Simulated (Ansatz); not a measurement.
Stability test of a Li2F cell

Theory: DFT PBE, scalar-relativistic, plane waves, PAW (Ansatz 0.2.0). Cutoff 420 eV; k points 18×18×18 on the computed 3-atom cell (Γ-centred); Gaussian smearing, width 0.10 eV; no spin polarisation.

The cell below (3 atoms, R-3m (No. 166)) is relaxed within its symmetry. It is a trial structure, and others of Li2F can lie lower.

```
Li F
1.0
     1.44668    0.83524    5.06209
    -1.44668    0.83524    5.06209
     0.00000   -1.67049    5.06209
Li F
2 1
Direct
  0.74406 0.74406 0.74406
  0.25594 0.25594 0.25594
  0.00000 0.00000 0.00000
```

For the test a repeat of it with 6 atoms was strained at random by about 1.5 %, the atoms were moved at random (σ = 0.10 Å), and all was relaxed without symmetry on a coarse k mesh with 0.1 eV smearing.

The k mesh leaves about 4 meV/atom of noise in metals.

(1) Is the structure stable against such a distortion?

Results:

(1) It returns to R-3m (No. 166), within 1 meV/atom of the start's energy. No instability shows in this cell, though one random start can't exclude a very soft mode.

Cost: 3 runs of about 5.7 core-minutes in all, on Arm Neoverse V1 (shared hosts).